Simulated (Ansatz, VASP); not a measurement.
**Fe: VASP beside Ansatz**

Contents of INCAR:

```
SYSTEM = Fe
  PREC = Accurate
  ENCUT = 520
  EDIFF = 1E-7
  ISMEAR = -1
  SIGMA = 0.05
  LREAL = .FALSE.
  LASPH = .TRUE.
  NELM = 150
  ALGO = Fast
  ISIF = 2
  LWAVE = .FALSE.
  LCHARG = .FALSE.
  ISPIN = 2
  MAGMOM = 3
  LORBIT = 11
  LMAXMIX = 4
  NBANDS = 14
```

KPOINTS

```
regular mesh
0
G
  13 13 13
  0 0 0
```

POSCAR

```
Fe
1.0
   -1.4430000000      1.4430000000      1.4430000000
    1.4430000000     -1.4430000000      1.4430000000
    1.4430000000      1.4430000000     -1.4430000000
Fe
1
Direct
    0.0000000000      0.0000000000      0.0000000000
```

Contents of input.yaml:

```yaml
crystal:
  lattice:
    - [-1.443, 1.443, 1.443]
    - [1.443, -1.443, 1.443]
    - [1.443, 1.443, -1.443]
  atoms:
    - { symbol: Fe, position: [0.0, 0.0, 0.0], spin: 3.0 }
kpoints:
  mp_grid: { grid: [13, 13, 13] }
  band_path:
    path:
      - [0.0, 0.0, 0.0]
      - [0.5, -0.5, 0.5]
      - [0.0, 0.0, 0.5]
      - [0.0, 0.0, 0.0]
      - [0.25, 0.25, 0.25]
      - [0.5, -0.5, 0.5]
    npoints: 10
scf:
  occupations: { method: fermi_dirac, width: 0.05 }
hamiltonian:
  xc: lda
  pseudopotentials: { kind: all_electron, lapw: { basis_error: 0.001 } }
magnetization:
  spin_polarized: true
output:
  forces: true
  stress: true
  eigenvalues: true
```

Alike in both runs: functional LDA; k mesh 13 × 13 × 13; occupations fermi-dirac, width 0.05 eV; collinear spin.

|  | VASP | Ansatz |
| --- | --- | --- |
| version | VASP 6.6.1 | Ansatz 0.2.0 |
| potentials or method | VASP PAW LDA potentials, release 64 (Fe) | all-electron LAPW, scalar-relativistic |
| plane-wave cutoff (eV) | 520 | see its input |
| task | single point | band structure |

VASP gave:

* gap on the k mesh at the Fermi level (eV): none
* pressure (GPa): -26.7
* net moment per atom (μB): 2.16
* size of the moment on the site where the two differ most (μB): 2.15

Question: Which values does Ansatz return?

Answer: gap on the k mesh at the Fermi level (eV): none; pressure (GPa): -26.1; net moment per atom (μB): 2.20; size of the moment on the site where the two differ most (μB): 2.24.

Site moments also hang on the region over which each program counts them. A gap of «none» marks a metal or a gap that the smearing closes. Ansatz ran all-electron here, so the differences hold the error of VASP's frozen core and of both bases.

Caveats: so large a pressure means that the cell lies far from this level's equilibrium, or that cutoff or potentials fall short (VASP).
